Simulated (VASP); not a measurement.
# Hf (P6_3/mmc) in VASP: further runs

One crystal, Hf, is run at these levels: PBE; tasks: relaxation of cell and atoms.

Everything below comes from runs of VASP 6.6.1. Logs are shortened: lines on timing, memory, paths and dates and some standing lists are left out, and cuts for length are marked.

## (1) Starting point

Symmetry: P6_3/mmc, No. 194, hexagonal system. Conventional cell: a = 3.197 Å, b = 3.197 Å, c = 5.058 Å, α = 90.00°, β = 90.00°, γ = 120.00°. Hf (site symmetry -6m2) has 12 Hf at 3.13 to 3.20 Å as nearest neighbours.

## (2) Relaxation of cell and atoms, PBE

The input, INCAR:

```
ALGO = Normal
EDIFF = 1E-7
EDIFFG = -0.002
ENCUT = 250
GGA = PE
IBRION = 2
ISIF = 3
ISMEAR = 0
LASPH = True
LCHARG = False
LREAL = False
LWAVE = False
NELM = 60
NSW = 80
PREC = Accurate
SIGMA = 0.1
```

The input, KPOINTS:

```
k-points
0
Gamma
  15 15 8
```

The input, POSCAR:

```
Hf
1.0
    3.1967000000      0.0000000000      0.0000000000
   -1.5983500000      2.7684234100      0.0000000000
    0.0000000000      0.0000000000      5.0578000000
Hf
2
Direct
    0.3333333300      0.6666666700      0.2500000000
    0.6666666700      0.3333333300      0.7500000000
```

Potentials or basis: VASP PAW PBE potentials, release 64 (Hf_pv).

Launch:

```sh
> cat potpaw_PBE.64/Hf_pv/POTCAR > POTCAR
> mpirun -np 1 vasp_std > vasp.out
```

OUTCAR:

```text
EDIFF = 1E-7
   EDIFFG = -0.002
   ENCUT = 250
   GGA = PE
   IBRION = 2
   ISIF = 3
   ISMEAR = 0
   LASPH = True
   LREAL = False
   NELM = 60
   NSW = 80
   PREC = Accurate

 ion  position               nearest neighbor table
   1  0.333  0.667  0.250-   2 3.13   2 3.13   2 3.13   2 3.13   2 3.13   2 3.13
   2  0.667  0.333  0.750-   1 3.13   1 3.13   1 3.13   1 3.13   1 3.13   1 3.13

  LATTYP: Found a hexagonal cell.
 ALAT       =     3.1967000000
 C/A-ratio  =     1.5821941377

  Lattice vectors:

 A1 = (   3.1967000000,   0.0000000000,   0.0000000000)
 A2 = (  -1.5983500000,   2.7684234100,   0.0000000000)
 A3 = (   0.0000000000,   0.0000000000,   5.0578000000)

Analysis of symmetry for initial positions (statically):
=====================================================================
 Subroutine PRICEL returns:
 Original cell was already a primitive cell.

 Routine SETGRP: Setting up the symmetry group for a
 hexagonal supercell.

 Subroutine GETGRP returns: Found 24 space group operations
 (whereof 12 operations were pure point group operations)
 out of a pool of 24 trial point group operations.

The static configuration has the point symmetry D_3d.
 The point group associated with its full space group is D_6h.

Analysis of symmetry for dynamics (positions and initial velocities):
=====================================================================
 Subroutine PRICEL returns:
 Original cell was already a primitive cell.

 Routine SETGRP: Setting up the symmetry group for a
 hexagonal supercell.

 Subroutine GETGRP returns: Found 24 space group operations
 (whereof 12 operations were pure point group operations)
 out of a pool of 24 trial point group operations.

The dynamic configuration has the point symmetry D_3d.
 The point group associated with its full space group is D_6h.

 Subroutine INISYM returns: Found 24 space group operations
 (whereof 12 operations are pure point group operations),
 and found     1 'primitive' translations

----------------------------------------------------------------------------------------

                                     Primitive cell

  volume of cell :      44.7606

  direct lattice vectors                    reciprocal lattice vectors
     3.196700000  0.000000000  0.000000000     0.312822598  0.180608211  0.000000000
    -1.598350000  2.768423410  0.000000000     0.000000000  0.361216422  0.000000000
     0.000000000  0.000000000  5.057800000     0.000000000  0.000000000  0.197714421

  length of vectors
     3.196700000  3.196700001  5.057800000     0.361216423  0.361216422  0.197714421

  position of ions in fractional coordinates (direct lattice)
     0.333333330  0.666666670  0.250000000
     0.666666670  0.333333330  0.750000000

  ion indices of the primitive-cell ions
   primitive index   ion index
                 1           1
                 2           2

----------------------------------------------------------------------------------------

 KPOINTS: k-points

Automatic generation of k-mesh.
 Grid dimensions read from file:
 generate k-points for:   15   15    8

 Generating k-lattice:

  Cartesian coordinates                     Fractional coordinates (reciprocal lattice)
     0.020854840  0.012040547  0.000000000     0.066666667 -0.000000000  0.000000000
     0.000000000  0.024081095  0.000000000     0.000000000  0.066666667  0.000000000
     0.000000000  0.000000000  0.024714303     0.000000000  0.000000000  0.125000000

  Length of vectors
     0.024081095  0.024081095  0.024714303

  Shift w.r.t. Gamma in fractional coordinates (k-lattice)
     0.000000000  0.000000000  0.000000000

 Subroutine IBZKPT returns following result:
 ===========================================

 Found    135 irreducible k-points:

 Following reciprocal coordinates:
            Coordinates               Weight
  0.000000  0.000000  0.000000      1.000000
  0.066667 -0.000000  0.000000      6.000000
  0.133333 -0.000000  0.000000      6.000000
  0.200000 -0.000000  0.000000      6.000000
  0.266667 -0.000000  0.000000      6.000000
  0.333333 -0.000000  0.000000      6.000000
[... 16 lines left out ...]
  0.333333  0.200000  0.000000     12.000000
  0.400000  0.200000  0.000000      6.000000
 [... further k-points ...]
   k-points           NKPTS =    135   k-points in BZ     NKDIM =    135   number of bands    NBANDS=     14
   number of dos      NEDOS =    301   number of ions     NIONS =      2
   total plane-waves  NPLWV =   7168
   dimension x,y,z NGX =    16 NGY =   16 NGZ =   28
   dimension x,y,z NGXF=    32 NGYF=   32 NGZF=   56
   ions per type =               2
   NGX,Y,Z   is equivalent  to a cutoff of   8.32,  8.32,  9.20 a.u.
   NGXF,Y,Z  is equivalent  to a cutoff of  16.64, 16.64, 18.41 a.u.
 SYSTEM =  unknown system
   PREC   = accura    normal or accurate (medium, high low for compatibility)
   ISTART =      0    job   : 0-new  1-cont  2-samecut
   ICHARG =      2    charge: 1-file 2-atom 10-const
   ISPIN  =      1    spin polarized calculation?
   LNONCOLLINEAR =      F non collinear calculations
   LSORBIT =      F    spin-orbit coupling
   LASPH  =      T    aspherical Exc in radial PAW
   ENCUT  =  250.0 eV  18.37 Ry    4.29 a.u.   4.12  4.12  6.52*2*pi/ulx,y,z
   NELM   =     60;   NELMIN=  2; NELMDL= -5     # of ELM steps
   EDIFF  = 0.1E-06   stopping-criterion for ELM
   LREAL  =      F    real-space projection
   EDIFFG = -.2E-02   stopping-criterion for IOM
   NSW    =     80    number of steps for IOM
   IBRION =      2    ionic relax: 0-MD 1-quasi-New 2-CG
   NFREE  =      1    steps in history (QN), initial steepest desc. (CG)
   ISIF   =      3    stress and relaxation
   ISYM   =      2    0-nonsym 1-usesym 2-fastsym
   POTIM  = 0.5000    time-step for ionic-motion
   TEBEG  =    0.0;   TEEND  =   0.0 temperature during run
   PSTRESS=    0.0 pullay stress
   NELECT =      20.0000    total number of electrons
   NUPDOWN=      -1.0000    fix difference up-down
   EMIN   =  10.00;   EMAX   =-10.00  energy-range for DOS
   EFERMI =   0.00;   METHOD = LEGACY
   ISMEAR =     0;   SIGMA  =   0.10  broadening in eV -4-tet -1-fermi 0-gaus
   EFERMI_NEDOS =   21; number of points for ismear=-14 and -15
   IALGO  =     38    algorithm
   IMIX   =      4    mixing-type and parameters
     AMIX     =   0.40;   BMIX     =  1.00
     AMIX_MAG =   1.60;   BMIX_MAG =  1.00
  volume/ion in A,a.u.               =      22.38       151.03
  Fermi-wavevector in a.u.,A,eV,Ry     =   1.251563  2.365112 21.312311  1.566411
  Thomas-Fermi vector in A             =   2.385505
   LORBIT       =      0    0 simple, 1 ext, 2 COOP (PROOUT), +10 PAW based schemes
   GGA     = PE    functional components
   LHFCALC =     F    Hartree Fock is set to
   AEXX    =    0.0000 exact exchange contribution
   IVDW    =     0    specifies the selected vdW correction
   LEPSILON=     F    determine dielectric tensor
   LRPA    =     F    only Hartree local field effects (RPA)
 conjugate gradient relaxation of ions
 non-spin polarized calculation
 Gauss-broadening in eV      SIGMA  =   0.10
  energy-cutoff  :      250.00
  volume of cell :       44.76
 maximum number of plane-waves:       418
   NGX =  9   NGY =  9   NGZ = 13

--------------------------------------- Ionic step        1  -------------------------------------------

 number of electron      20.0000004 magnetization

 Free energy of the ion-electron system (eV)
  ---------------------------------------------------
  ext. energy  EPLUGINS =         0.00000000
  ---------------------------------------------------
  free energy    TOTEN  =       -19.83864230 eV

  energy without entropy =      -19.83141277  energy(sigma->0) =      -19.83502753

------------------------ aborting loop because EDIFF is reached ----------------------------------------

  FORCE on cell =-STRESS in cart. coord.  units (eV):
  Direction    XX          YY          ZZ          XY          YZ          ZX
  --------------------------------------------------------------------------------------
  -------------------------------------------------------------------------------------
  Total       -0.0663001     -0.0663001     -0.1086976      0.0000000     -0.0000000      0.0000000
  in kB       -2.3731679     -2.3731679     -3.8907620      0.0000000     -0.0000000      0.0000000
  external PRESSURE =      -2.8790326 kB  Pullay stress =       0.0000000 kB
[... 237 lines left out ...]
  energy  without entropy=      -19.8315440661  energy(sigma->0) =      -19.83515480

--------------------------------------- Ionic step        8  -------------------------------------------

 number of electron      20.0000006 magnetization

 Free energy of the ion-electron system (eV)
  ---------------------------------------------------
  ext. energy  EPLUGINS =         0.00000000
  ---------------------------------------------------
  free energy    TOTEN  =       -19.83876585 eV

  energy without entropy =      -19.83154590  energy(sigma->0) =      -19.83515587

 E-fermi :   4.9461     XC(G=0): -11.2941

 val. band max:        4.9452829575   @ k =   0.1333  -0.0000   0.0000
 cond. band min:       4.9590784979   @ k =   0.1333   0.0667   0.2500
 fundamental gap:      0.0137955404
 Fermi energy:         4.9461017917

 k-point     1 :       0.0000    0.0000    0.0000
  band No.  band energies     occupation
      1     -26.1316      2.00000
      2     -25.3775      2.00000
      3     -25.3775      2.00000
      4     -25.2528      2.00000
      5     -25.2463      2.00000
      6     -25.2463      2.00000
      7      -2.4552      2.00000
      8       1.2225      2.00000
      9       5.5996      0.00000
     10       6.1156      0.00000
     11       6.1156      0.00000
     12       6.4056      0.00000
     13       6.9421      0.00000
     14       6.9421      0.00000
[... 375 lines left out ...]
 k-point    24 :       0.4000    0.2000    0.0000
  band No.  band energies     occupation
      1     -25.8914      2.00000
      2     -25.7471      2.00000
      3     -25.7015      2.00000
      4     -25.6547      2.00000
      5     -25.5245      2.00000
      6     -25.4662      2.00000
      7       2.3516      2.00000
      8       2.7791      2.00000
      9       2.9684      2.00000
     10       3.7074      2.00000
     11       5.3334      0.00000
     12       5.5900      0.00000
     13       6.8060      0.00000
     14      10.0199      0.00000

 [... further k-points ...]
[... 5 lines left out ...]
  --------------------------------------------------------------------------------------
  -------------------------------------------------------------------------------------
  Total       -0.0014513     -0.0014513     -0.0026515      0.0000000     -0.0000000      0.0000000
  in kB       -0.0520803     -0.0520803     -0.0951495      0.0000000     -0.0000000      0.0000000
  external PRESSURE =      -0.0664367 kB  Pullay stress =       0.0000000 kB
[... 17 lines left out ...]
  FREE ENERGIE OF THE ION-ELECTRON SYSTEM (eV)
  ---------------------------------------------------
  free  energy   TOTEN  =       -19.8387658491 eV

  energy  without entropy=      -19.8315458975  energy(sigma->0) =      -19.83515587

 reached required accuracy - stopping structural energy minimisation
```

It took 71 s on 1 thread of Intel Xeon Platinum 8259CL at 2.50GHz (Skylake/Cascade Lake), shared host; peak memory 0.14 GiB.

The run converged, but some of its settings lie outside the range that counts as converged, so its numbers aren't taken as properties of the crystal.

Results:

```
Free energy                            : -19.8388 eV
Relaxed volume                         : 22.32 Å³/atom
Relaxed cell                           : a = 3.195 Å, b = 3.195 Å, c = 5.050 Å, α = 90.00°, β = 90.00°, γ = 120.00°
Space group after relaxing (to 0.05 Å) : P6_3/mmc (No. 194)
Energy gained by relaxing              : 0.1 meV/atom
Ionic steps                            : 8
Band gap on the k mesh                 : none (metal or under the smearing width)
```

Caveat: the cutoff is under 1.25 times the usual one of these potentials, so pressure, stress and relaxed cells hold a basis-set (Pulay) error.

## (3) Relaxation of cell and atoms, PBE

This run uses another cell than the first one, of 22.32 Å³/atom, 0.997 times its volume.

INCAR is that of step 2.

KPOINTS is that of step 2.

The input, POSCAR:

```
Hf                                      
1.0
    3.1952422476      0.0000000000      0.0000000000
   -1.5976211238      2.7671609594     -0.0000000000
   -0.0000000000     -0.0000000000      5.0496178691
  Hf            
     2
Direct
     0.3333333300000021    0.6666666699999979    0.2500000000000000
     0.6666666699999979    0.3333333300000021    0.7500000000000000
```

Potentials or basis: VASP PAW PBE potentials, release 64 (Hf_pv).

Launch:

```sh
> cat potpaw_PBE.64/Hf_pv/POTCAR > POTCAR
> mpirun -np 1 vasp_std > vasp.out
```

It took 19 s on 1 thread of Intel Xeon Platinum 8259CL at 2.50GHz (Skylake/Cascade Lake), shared host; peak memory 0.14 GiB.

The run converged, but some of its settings lie outside the range that counts as converged, so its numbers aren't taken as properties of the crystal.

What came out:

- Free energy: -19.8382 eV
- Band gap on the k mesh: none (metal or under the smearing width)

Caveat: the cutoff is under 1.25 times the usual one of these potentials, so pressure, stress and relaxed cells hold a basis-set (Pulay) error; the relaxation stopped at its first step, so nothing moved.
